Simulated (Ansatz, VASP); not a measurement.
# One calculation of Si, two programs

File POSCAR:

```
Si
1.0
    2.5321100000      0.0000000000      0.0000000000
    0.0000000000      2.5321100000      0.0000000000
    0.0000000000      0.0000000000      2.5321100000
Si
1
Direct
    0.5000000000      0.5000000000      0.5000000000
```

INCAR.step1

```
PREC = Accurate
ENCUT = 520
EDIFF = 1E-5
ISMEAR = -1
SIGMA = 0.05
LREAL = False
LASPH = True
NELM = 80
ALGO = Normal
ISIF = 2
LWAVE = True
LCHARG = False
NBANDS = 8
GGA = PE
```

INCAR.step2

```
PREC = Accurate
ENCUT = 520
EDIFF = 1E-6
ISMEAR = -1
SIGMA = 0.05
LREAL = False
LASPH = True
NELM = 80
ALGO = Normal
ISIF = 2
LWAVE = False
LCHARG = False
GGA = PE
LHFCALC = True
AEXX = 0.25
PRECFOCK = Normal
NBANDS = 8
ISTART = 1
```

KPOINTS

```
Automatic mesh
0
Gamma
  5 5 5
```

Contents of input.yaml:

```yaml
crystal:
  lattice:
    - [2.53211, 0.0, 0.0]
    - [0.0, 2.53211, 0.0]
    - [0.0, 0.0, 2.53211]
  atoms:
    - { symbol: Si, position: [0.5, 0.5, 0.5] }
hamiltonian:
  xc: pbe0
  pseudopotentials: { kind: paw }
kpoints:
  mp_grid: { grid: [5, 5, 5] }
scf:
  occupations: { method: fermi_dirac, width: 0.05 }
output:
  forces: true
  stress: true
  eigenvalues: true
```

The cell was built by a generator and needn't be a form met in nature.

Alike in both runs: task single point; functional PBE0; k mesh 5 × 5 × 5; occupations fermi-dirac, width 0.05 eV; no spin polarisation.

|  | VASP | Ansatz |
| --- | --- | --- |
| version | VASP 6.6.1 | Ansatz 0.2.0 |
| potentials or method | VASP PAW PBE potentials, release 64 (Si) | Ansatz PAW |
| plane-wave cutoff (eV) | 520 | 420 |
| valence electrons in the cell | 4 | 4 |

VASP gave:

```
gap on the k mesh at the Fermi level (eV) : none
pressure (GPa)                            : 0.7
```

Task: Estimate Ansatz's values.

Result: gap on the k mesh at the Fermi level (eV): none; pressure (GPa): 1.2.

A gap of «none» marks a metal or a gap that the smearing closes.

Caveats: the k mesh is coarse (spacing up to 0.50 Å⁻¹), so the values aren't converged, least of all with exact exchange; the PAW data sets were made with another functional, which shifts forces and pressure a little (VASP); the PAW data sets come from PBE, with cores solved anew for the run's functional, which leaves a small shift of forces and pressure (Ansatz); the thresholds are loose for stress (Ansatz).
